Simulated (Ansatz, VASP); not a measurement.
## Ni: VASP beside Ansatz

```xyz
1
Lattice="0.0000 1.7381 1.7381 1.7381 0.0000 1.7381 1.7381 1.7381 0.0000" Properties=species:S:1:pos:R:3 pbc="T T T"
Ni    0.0000    0.0000    0.0000
```

Alike in both runs: task single point; functional r2SCAN; k mesh 15 × 15 × 15; occupations fermi-dirac, width 0.05 eV; collinear spin.

|  | VASP | Ansatz |
| --- | --- | --- |
| version | VASP 6.6.1 | Ansatz 0.2.0 |
| potentials or method | VASP PAW PBE potentials, release 64 (Ni) | plane waves (600 eV) with PAW, scalar-relativistic |
| plane-wave cutoff (eV) | 520 | 600 |
| valence electrons in the cell | 10 | 18 |

```tsv
	VASP	Ansatz	Ansatz less VASP
pressure (GPa)	0.3	0.0	-0.29
net moment per atom (μB)	0.69	0.71	+0.017
size of the moment on the site where the two differ most (μB)	0.71	0.78	+0.064
```

Site moments also hang on the region over which each program counts them. The two sets of potentials don't hold the same shells in valence. Ansatz warned: «stability_check_not_made».

Caveats: the PAW data sets were made with another functional, which shifts forces and pressure a little (VASP).
